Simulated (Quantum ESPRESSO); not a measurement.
I under changes of volume

One of the cells (42.631 Å³/atom); the others are scaled copies at fixed shape and fractional positions:

```
I
1.0
     3.63503   -2.39502    0.00000
     3.63503    2.39502    0.00000
     0.00000    0.00000    9.79344
I
4
Cartesian
  3.6350 -0.7152 3.7646
  3.6350 1.6799 1.1321
  3.6350 0.7152 6.0288
  3.6350 -1.6799 8.6613
```

- Program: Quantum ESPRESSO 7.5
- Functional: PBE
- Potentials or basis: SSSP 1.3 efficiency PBE
- Cutoff: 748 eV
- Density cutoff: 5987 eV
- k mesh: 7 × 7 × 3
- Occupations: fermi-dirac, width 0.05 eV
- Spin: no spin polarisation

| volume (Å³/atom) | energy over the lowest point (meV/atom) | pressure (GPa) | gap on the mesh (eV) | largest force (eV/Å) |
| --- | --- | --- | --- | --- |
| 40.073 | 61.70 | 3.9 | 1.42 | 1.602 |
| 40.926 | 43.03 | 3.1 | 1.39 | 1.374 |
| 41.778 | 28.23 | 2.4 | 1.35 | 1.163 |
| 42.631 | ? | ? | ? | ? |
| 43.483 | 8.60 | 1.3 | 1.26 | 0.789 |
| 44.336 | 3.07 | 0.8 | 1.22 | 0.623 |
| 45.189 | 0.00 | 0.3 | 1.18 | 0.472 |

Task: What does the run at 42.631 Å³/atom give?

Result: Energy over the lowest point 16.87 meV/atom; pressure 1.8 GPa; gap on the mesh 1.31 eV; largest force 0.968 eV/Å.

Worked out: A Birch-Murnaghan fit of order 3 (a polynomial in V^(-2/3)) to the other rows has its minimum at 45.98 Å³/atom, just outside them, with B0 = V·E''(V) = 20 GPa and B' = 5.0 at fixed shape and positions, which overstates the stiffness. It gives 16.87 meV/atom at 42.631 Å³/atom, against the run's 16.87, and -dE/dV = 1.8 GPa, against 1.8. A straight line through the other rows of the gap, of slope -2.05 eV per unit of ln V, gives 1.30 eV, against the run's 1.31.

Energies are extrapolated to zero smearing.

Caveats: spin-orbit coupling is left out, which moves the levels of the heavy elements; an odd mesh through Γ misses points on the zone boundary, where band edges often lie; forces of over 1 eV/Å show positions far from the minimum, so gaps and moduli don't describe the material at rest (some runs).
